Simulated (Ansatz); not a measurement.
W₁₄S₂₇: course of a relaxation

Computed with Ansatz 0.2.0, DFT PBE+D3(BJ), scalar-relativistic, plane waves, PAW. Run with 420 eV cutoff, 2×2×2 k-mesh, Gaussian smearing of 0.01 eV, collinear spin.

What was changed: S vacancy (site d), charge -1, atoms relaxed at the host's cell.

Spin-orbit coupling is left out, which matters for the bands and energies of heavy elements.

In a supercell of 41 atoms the defect feels its periodic images, and the cell reads as a metal on the mesh, so a level in the gap can't be told from a carrier in the bands.

Command:

```bash
ansatz run input.yaml --threads 4 --pin off --max-ram 10240MiB --backend cpu --events-out ev --progress --plain --runs-dir out
```

Input:

```yaml
crystal:
  lattice:
    - [-1.5770698836, -8.1946954965, 0.0]
    - [7.885349418, 2.7315651655, 0.0]
    - [0.0, 0.0, 12.1450302921]
  atoms:
    - { symbol: W, position: [0.4761904762, 0.0952380952, 0.7494923922] }
    - { symbol: W, position: [0.619036133, 0.5237049447, 0.7501972348] }
    - { symbol: W, position: [0.1905398753, 0.23808348, 0.7501623394] }
    - { symbol: W, position: [0.7618116689, 0.9523924385, 0.7501972348] }
    - { symbol: W, position: [0.3333450914, 0.6667421095, 0.7501623394] }
    - { symbol: W, position: [0.9046864619, 0.3808886961, 0.7501623394] }
    - { symbol: W, position: [0.0477236267, 0.8096169025, 0.7501972348] }
    - { symbol: W, position: [0.6599863125, 0.3245578844, 0.2519540053], spin: 0.333 }
    - { symbol: W, position: [0.8095238095, 0.7619047619, 0.2472226011] }
    - { symbol: W, position: [0.3822428134, 0.4751419379, 0.2491468677] }
    - { symbol: W, position: [0.9500419817, 0.1891857581, 0.2491468677] }
    - { symbol: W, position: [0.521714429, 0.911442259, 0.2519540053], spin: 0.333 }
    - { symbol: W, position: [0.0962866335, 0.6213865897, 0.2491468677] }
    - { symbol: W, position: [0.2468706871, 0.0497141424, 0.2519540053], spin: 0.333 }
    - { symbol: S, position: [0.6166278917, 0.514524193, 0.1198405919] }
    - { symbol: S, position: [0.19455329, 0.235610538, 0.1208895752] }
    - { symbol: S, position: [0.7550391584, 0.9548006797, 0.1198405919] }
    - { symbol: S, position: [0.3358180334, 0.6732284662, 0.1208895752] }
    - { symbol: S, position: [0.8982001052, 0.3768752815, 0.1208895752] }
    - { symbol: S, position: [0.0569043785, 0.8163894131, 0.1198405919] }
    - { symbol: S, position: [0.6669624659, 0.3337180128, 0.6202487572] }
    - { symbol: S, position: [0.8095238095, 0.7619047619, 0.6205665085] }
    - { symbol: S, position: [0.3809785542, 0.4762758569, 0.6204713348] }
    - { symbol: S, position: [0.9524401599, 0.1904500173, 0.6204713348] }
    - { symbol: S, position: [0.523898404, 0.9044661056, 0.6202487572] }
    - { symbol: S, position: [0.0951527145, 0.6189884115, 0.6204713348] }
    - { symbol: S, position: [0.2377105587, 0.0475301674, 0.6202487572] }
    - { symbol: S, position: [0.4761904762, 0.0952380952, 0.3845488785] }
    - { symbol: S, position: [0.6217038877, 0.5235078736, 0.3781696099] }
    - { symbol: S, position: [0.1900290495, 0.2357810425, 0.3787654427] }
    - { symbol: S, position: [0.7589468431, 0.9497246838, 0.3781696099] }
    - { symbol: S, position: [0.3356475289, 0.6685337213, 0.3787654427] }
    - { symbol: S, position: [0.9028948501, 0.3813995219, 0.3787654427] }
    - { symbol: S, position: [0.0479206979, 0.8124817284, 0.3781696099] }
    - { symbol: S, position: [0.6660985731, 0.3325106066, 0.8796546347] }
    - { symbol: S, position: [0.8095238095, 0.7619047619, 0.8799342225] }
    - { symbol: S, position: [0.3809583487, 0.4762248789, 0.8798639038] }
    - { symbol: S, position: [0.9524093874, 0.1904702228, 0.8798639038] }
    - { symbol: S, position: [0.5235548907, 0.9053299983, 0.8796546347] }
    - { symbol: S, position: [0.0952036925, 0.619019184, 0.8798639038] }
    - { symbol: S, position: [0.2389179648, 0.0478736808, 0.8796546347] }
  host:
    lattice:
      - [3.1541397672, 0.0, 0.0]
      - [-1.5770698836, 2.7315651655, 0.0]
      - [0.0, 0.0, 12.1450302921]
    atoms:
      - { symbol: W, position: [0.3333333333, 0.6666666667, 0.7501964938] }
      - { symbol: W, position: [0.6666666667, 0.3333333333, 0.2498035062] }
      - { symbol: S, position: [0.3333333333, 0.6666666667, 0.1201425056] }
      - { symbol: S, position: [0.6666666667, 0.3333333333, 0.6205429627] }
      - { symbol: S, position: [0.3333333333, 0.6666666667, 0.3794570373] }
      - { symbol: S, position: [0.6666666667, 0.3333333333, 0.8798574944] }
total_charge: -1
basis:
  ecutwfc: 420
  xc_grid: 2
kpoints:
  mp_grid: { grid: [2, 2, 2], shift: [0.0, 0.0, 0.0] }
hamiltonian:
  xc: pbe
  dispersion: d3bj
scf:
  occupations: { method: gaussian, width: 0.01 }
output:
  forces: true
  stress: false
  eigenvalues: true
  populations: true
  charged_corrections:
    defect_position: [0.47619048, 0.0952381, 0.12014251]
    epsilon: [[14.1706, 0.0, 0.0], [0.0, 14.1706, 0.0], [0.0, 0.0, 6.6521]]
  write_density: true
  write_potential: true
  elf: true
  volumetric_format: npy
magnetization:
  spin_polarized: true
relax:
  adjacent_minimum: "off"
  f_tol: 0.025
  max_steps: 45
```

F is the free energy.

Steps:

| step | F − F(1) (eV) | largest force component (eV/Å) |
| --- | --- | --- |
| 1 | 0.0000 | 0.211 |
| 2 | 0.0057 | 0.138 |
| 3 | -0.0050 | 0.049 |
| 4 | -0.0066 | 0.006 |

Relaxed structure:

```xyz
41
Lattice="-1.5771 -8.1947 0.0000 7.8853 2.7316 0.0000 0.0000 0.0000 12.1450" Properties=species:S:1:pos:R:3 pbc="T T T"
W     0.0000   -3.6421    9.1049
W     3.1534   -3.6413    9.1120
W     1.5774   -0.9114    9.1119
W     6.3093   -3.6419    9.1120
W     4.7318   -0.9098    9.1119
W     1.5762   -6.3735    9.1119
W     6.3080    1.8201    9.1120
W     1.5241   -4.5264    3.0596
W     4.7312   -4.5526    3.0047
W     3.1453   -1.8296    3.0266
W    -0.0030   -7.2723    3.0266
W     6.3575   -1.7883    3.0596
W     4.7430    0.9072    3.0266
W     0.0038   -1.8800    3.0596
S     3.0829   -3.6456    1.4539
S     1.5516   -0.9528    1.4626
S     6.3409   -3.5786    1.4539
S     4.7805   -0.9114    1.4626
S     1.5532   -6.3305    1.4626
S     6.3469    1.7611    1.4539
S     1.5796   -4.5537    7.5328
S     4.7312   -4.5526    7.5355
S     3.1552   -1.8205    7.5342
S     0.0000   -7.2854    7.5342
S     6.3061   -1.8227    7.5328
S     4.7302    0.9112    7.5342
S    -0.0003   -1.8184    7.5328
S     0.0000   -3.6421    4.6606
S     3.1546   -3.6602    4.5899
S     1.5671   -0.9079    4.6032
S     6.2924   -3.6334    4.5899
S     4.7339   -0.9205    4.6032
S     1.5844   -6.3663    4.6032
S     6.3238    1.8305    4.5899
S     1.5732   -4.5509   10.6877
S     4.7312   -4.5526   10.6894
S     3.1548   -1.8208   10.6893
S    -0.0001   -7.2848   10.6893
S     6.3117   -1.8185   10.6877
S     4.7307    0.9110   10.6893
S     0.0005   -1.8253   10.6877
```

The run converged. The run took 2.9 min on 4 threads of Arm Neoverse V2 (shared host), peak memory 3.4 GiB.

The relaxation kept the symmetry at the defect while a level is partly filled, so a distortion that splits the level (Jahn–Teller) was held off and may lie lower. The cell is also small for a charged defect.